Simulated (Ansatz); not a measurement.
Two Ansatz runs on Ba

The structure is an experimental refinement, used without relaxation. The listed cell was then made from it by scaling, straining or moving an atom.

First run: DFT, PBE, all-electron PAW with datasets made for the crystal, scalar-relativistic (Ansatz 0.2.0).

Command: `ansatz run input.yaml --threads 1 --pin off --max-ram 2048MiB --backend cpu --events-out ev --progress --plain --runs-dir out` The run took 3 s on 1 thread of AMD EPYC 9R45 96-Core Processor (Zen 5), with other jobs on the host, peak memory 0.45 GiB.

```yaml
crystal:
  lattice:
    - [-2.5253813615, 2.5253813615, 2.45]
    - [2.5253813615, -2.5253813615, 2.45]
    - [2.5253813615, 2.5253813615, -2.45]
  atoms:
    - { symbol: Ba, position: [0.0, 0.0, 0.0] }
kpoints:
  mp_grid: { grid: [10, 10, 10] }
scf:
  occupations: { method: fermi_dirac, width: 0.05 }
hamiltonian:
  xc: pbe
  pseudopotentials: { kind: all_electron, datasets: crystal }
output:
  forces: true
  stress: true
  eigenvalues: true
  efg: { contact_densities: true }
```

Result: converged; pressure 0.11 GPa; no gap on the k mesh; 8 SCF iterations.

No spin–orbit coupling, which matters for the heavy atoms here.

The input is then changed:

```diff
@@ -5,5 +5,5 @@
     - [2.5253813615, 2.5253813615, -2.45]
   atoms:
-    - { symbol: Ba, position: [0.0, 0.0, 0.0] }
+    - { symbol: Ba, position: [0.0, 0.0, 0.0], spin: 2.0 }
 kpoints:
   mp_grid: { grid: [10, 10, 10] }
@@ -18,3 +18,5 @@
   eigenvalues: true
   efg: { contact_densities: true }
+magnetization:
+  spin_polarized: true
```

(1) What does the second run give?

Answers

(1) It converged; pressure 0.11 GPa; moment 0.00 μB; 7 SCF iterations.
